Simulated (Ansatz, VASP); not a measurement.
## One calculation of Ag, two programs

File INCAR:

```
PREC = Accurate
ENCUT = 520
EDIFF = 1E-6
ISMEAR = -1
SIGMA = 0.1
LREAL = F
LASPH = T
NELM = 100
ALGO = Normal
ISIF = 2
LWAVE = F
LCHARG = T
GGA = RP
LELF = T
LVHAR = T
NBANDS = 18
```

KPOINTS

```
Automatic mesh
0
Gamma
  14 14 8
```

POSCAR

```
Ag
1.0
    3.0313362869      0.0000000000      0.0000000000
   -1.5156681434      2.6252142319      0.0000000000
    0.0000000000      0.0000000000      4.9020711985
Ag
2
Direct
    0.3333333333      0.6666666667      0.2500000000
    0.6666666667      0.3333333333      0.7500000000
```

Input for Ansatz:

```yaml
crystal:
  lattice:
    - [3.0313362869, 0.0, 0.0]
    - [-1.5156681434, 2.6252142319, 0.0]
    - [0.0, 0.0, 4.9020711985]
  atoms:
    - { symbol: Ag, position: [0.3333333333, 0.6666666667, 0.25] }
    - { symbol: Ag, position: [0.6666666667, 0.3333333333, 0.75] }
hamiltonian:
  xc: rpbe
  pseudopotentials:
    kind: paw
    azcp:
      Ag: "pseudopotentials/Ag.paw.azcp"
basis:
  ecutwfc: 420
  fft_grid_basis: typed
kpoints:
  mp_grid: { grid: [14, 14, 8], shift: [0, 0, 0] }
magnetization:
  spin_polarized: false
scf:
  occupations: { method: fermi_dirac, width: 0.1 }
  lower_state_search: "off"
output:
  stress: true
```

Alike in both runs: task single point; functional RPBE; k mesh 14 × 14 × 8; occupations fermi-dirac, width 0.1 eV; no spin polarisation.

|  | VASP | Ansatz |
| --- | --- | --- |
| version | VASP 6.6.1 | Ansatz 0.2.0 |
| potentials or method | VASP PAW PBE potentials, release 64 (Ag) | plane waves (420 eV) with PAW, scalar-relativistic |
| plane-wave cutoff (eV) | 520 | 420 |
| valence electrons in the cell | 22 | 38 |

```csv
,VASP,Ansatz,Ansatz less VASP
pressure (GPa),-2.6,-2.6,+0.03
largest component of the traceless stress (GPa),0.34,0.34,+0.003
```

The functional is the same, so the differences come from potentials, cutoffs and numerics. The two sets of potentials don't hold the same shells in valence.

Caveats: the PAW data sets were made with another functional, which shifts forces and pressure a little (VASP).
